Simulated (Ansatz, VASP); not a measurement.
## Sn3Se in VASP and in Ansatz

```
Sn Se
1.0
     4.65616    0.00000    0.00000
     0.00000    4.65616    0.00000
     0.00000    0.00000    4.65616
Sn Se
3 1
Direct
  0.00000 0.50000 0.50000
  0.50000 0.00000 0.50000
  0.50000 0.50000 0.00000
  0.00000 0.00000 0.00000
```

Alike in both runs: task single point; functional PBE; k mesh 4 × 4 × 4; occupations gaussian, width 0.1 eV; no spin polarisation.

|  | VASP | Ansatz |
| --- | --- | --- |
| version | VASP 6.6.1 | Ansatz 0.2.0 |
| potentials or method | VASP PAW PBE potentials, release 64 (Sn_d, Se) | scalar-relativistic, plane waves, PAW |
| plane-wave cutoff (eV) | 520 | 420 |
| valence electrons in the cell | 48 | 58 |

|  | VASP | Ansatz | Ansatz less VASP |
| --- | --- | --- | --- |
| gap on the k mesh at the Fermi level (eV) | none | none | - |
| pressure (GPa) | 2.8 | 2.8 | +0.04 |

A gap of «none» marks a metal or a gap that the smearing closes. The two sets of potentials don't hold the same shells in valence.
